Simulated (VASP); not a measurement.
**VASP 6.6.1 run: SiC**

INCAR

```
LREAL = .FALSE.
EDIFF = 1E-6
PREC = Accurate
SIGMA = 0.02
LCHARG = .FALSE.
ISIF = 2
ALGO = Normal
NSW = 0
NELM = 120
IBRION = -1
ENCUT = 520
LASPH = .TRUE.
ISMEAR = -1
LWAVE = .FALSE.
GGA = CA
NBANDS = 16
```

KPOINTS

```
KPOINTS created by Atomic Simulation Environment
0
Gamma
8 8 8
0 0 0
```

POSCAR

```
C  Si
 1.0000000000000000
     1.6093999999999999    0.9134000000000000    5.3192000000000004
    -1.4651000000000001    0.8970000000000000    5.2801999999999998
     0.0580000000000000   -1.7724000000000000    5.2934000000000001
 C   Si
   2   2
Cartesian
  0.0698770199999999  0.0146179800000000  7.1689653599999996
  0.0759737299999999  0.0037824000000001  8.7527360800000000
  0.1845838500000001  0.0531884799999999 14.7109127600000011
  0.0301906900000000 -0.0590148800000000  1.1898902200000001
```

The recommended LDA PAW datasets give the neutral cell 16 valence electrons.

Command

```
mpirun -np 1 vasp_std
```

OSZICAR

```
N       E                     dE             d eps       ncg     rms          rms(c)
DAV:   1     0.213389736501E+02    0.21339E+02   -0.69597E+03  8320   0.885E+02
DAV:   2    -0.324228523670E+02   -0.53762E+02   -0.48623E+02 11720   0.151E+02
DAV:   3    -0.349703061012E+02   -0.25475E+01   -0.25354E+01 10944   0.310E+01
DAV:   4    -0.349921952881E+02   -0.21889E-01   -0.21885E-01 10568   0.354E+00
DAV:   5    -0.349924522624E+02   -0.25697E-03   -0.25696E-03 11152   0.358E-01    0.112E+01
DAV:   6    -0.319753494973E+02    0.30171E+01   -0.48032E+00  9144   0.157E+01    0.535E+00
DAV:   7    -0.318805299895E+02    0.94820E-01   -0.10850E+00 11184   0.643E+00    0.249E+00
DAV:   8    -0.318343645668E+02    0.46165E-01   -0.55563E-02 10160   0.161E+00    0.699E-01
DAV:   9    -0.318305872234E+02    0.37773E-02   -0.94209E-03 11424   0.696E-01    0.126E-01
DAV:  10    -0.318305330997E+02    0.54124E-04   -0.48459E-04  9816   0.161E-01    0.488E-02
DAV:  11    -0.318305364122E+02   -0.33125E-05   -0.57489E-05 11736   0.503E-02    0.203E-02
DAV:  12    -0.318305362062E+02    0.20604E-06   -0.13528E-05 10632   0.233E-02    0.641E-03
DAV:  13    -0.318305357568E+02    0.44939E-06   -0.13930E-06  7632   0.860E-03
   1 F= -.31830536E+02 E0= -.31830430E+02  d E =-.211098E-03
```

From OUTCAR

```
k-points           NKPTS =    260   k-points in BZ     NKDIM =    260   number of bands    NBANDS=     16

   NELECT =      16.0000    total number of electrons

   dimension x,y,z NGX =    42 NGY =   42 NGZ =   42
   dimension x,y,z NGXF=    84 NGYF=   84 NGZF=   84

  energy-cutoff  :      520.00
  volume of cell :       43.60
      direct lattice vectors                 reciprocal lattice vectors
     1.609400000  0.913400000  5.319200000     0.323529601  0.184887354  0.058361286
    -1.465100000  0.897000000  5.280200000    -0.327105868  0.188306225  0.066635073
     0.058000000 -1.772400000  5.293400000     0.001183691 -0.373625145  0.063799852

 k-points in reciprocal lattice and weights: KPOINTS created by Atomic Simulation Env
   0.00000000  0.00000000  0.00000000       0.002
   0.12500000  0.00000000  0.00000000       0.004
   0.25000000  0.00000000  0.00000000       0.004
   0.37500000  0.00000000 -0.00000000       0.004
   0.50000000  0.00000000  0.00000000       0.002
   0.00000000  0.12500000  0.00000000       0.004
   0.12500000  0.12500000 -0.00000000       0.004
   0.25000000  0.12500000  0.00000000       0.004
   ...

 E-fermi :   8.8453

 k-point     1 :       0.0000    0.0000    0.0000
  band No.  band energies     occupation
      1      -8.0187      2.00000
      2      -3.9448      2.00000
      3      -1.1595      2.00000
      4       5.5903      2.00000
      5       5.9849      2.00000
      6       7.3638      2.00000
      7       8.3870      2.00000
      8       8.8311      1.33962
      9      11.9113      0.00000
     10      12.4139      0.00000
     11      14.1909      0.00000
     12      14.4779      0.00000
     13      14.7211      0.00000
     14      14.8755      0.00000
     15      15.1958      0.00000
     16      19.9049      0.00000

 k-point     2 :       0.1250    0.0000    0.0000
  band No.  band energies     occupation
      1      -7.7651      2.00000
      2      -3.7161      2.00000
      3      -0.9106      2.00000
      4       4.4390      2.00000
      5       5.6652      2.00000
      6       7.1828      2.00000
      7       7.3021      2.00000
      8       8.3828      2.00000
      9      12.4585      0.00000
     10      12.8505      0.00000
     11      13.5384      0.00000
     12      14.5246      0.00000
     13      14.8661      0.00000
     14      15.5381      0.00000
     15      15.7414      0.00000
     16      19.0193      0.00000

 k-point     3 :       0.2500    0.0000    0.0000
  band No.  band energies     occupation
      1      -7.0323      2.00000
      2      -3.0545      2.00000
      3      -0.3215      2.00000
      4       2.3922      2.00000
      5       4.9454      2.00000
      6       5.1562      2.00000
      7       6.5966      2.00000
      8       7.5970      2.00000
      9      11.5838      0.00000
     10      12.8581      0.00000
     11      13.7028      0.00000
     12      14.8996      0.00000
     13      15.6652      0.00000
     14      16.0168      0.00000
     15      17.4672      0.00000
     16      18.0544      0.00000

 ...

  Total       -0.0655444     -1.9248355     -0.2051879     -0.2990984     -0.8277778     -0.7369641
  in kB       -2.4084176    -70.7276977     -7.5395886    -10.9903123    -30.4165290    -27.0795983
  external PRESSURE =     -26.8919013 kB  Pullay stress =       0.0000000 kB

 POSITION                                       TOTAL-FORCE (eV/Angst)
 -----------------------------------------------------------------------------------
      0.06988      0.01462      7.16897         0.580406     -0.975450     -0.228662
      0.07597      0.00378      8.75274         0.720292      0.709335     -0.014305
      0.18458      0.05319     14.71091        -0.708833     -0.772064      0.204153
      0.03019     -0.05901      1.18989        -0.591865      1.038180      0.038813
 -----------------------------------------------------------------------------------
    total drift:                               -0.000054      0.000010      0.000045

  FREE ENERGIE OF THE ION-ELECTRON SYSTEM (eV)
  ---------------------------------------------------
  free  energy   TOTEN  =       -31.8305357568 eV

  energy  without entropy=      -31.8303246590  energy(sigma->0) =      -31.83043021
```

It converged. Results: gap between bands v and c on the k mesh -0.06 eV (bands overlap: a metal); least direct gap on the k mesh 1.49 eV; pressure -2.7 GPa; largest force 1.20 eV/Å. Band v is the last that the valence electrons fill when counted band by band, and c is the next.

For comparison, a separate LDA run of the intended cell, on usual settings and not on those above, gives a gap of -0.06 eV on its mesh and a pressure of -2.7 GPa.

The run above took about 2.6 min on one core of a shared host (Intel Xeon 6975P-C) and held 0.3 GiB at most.
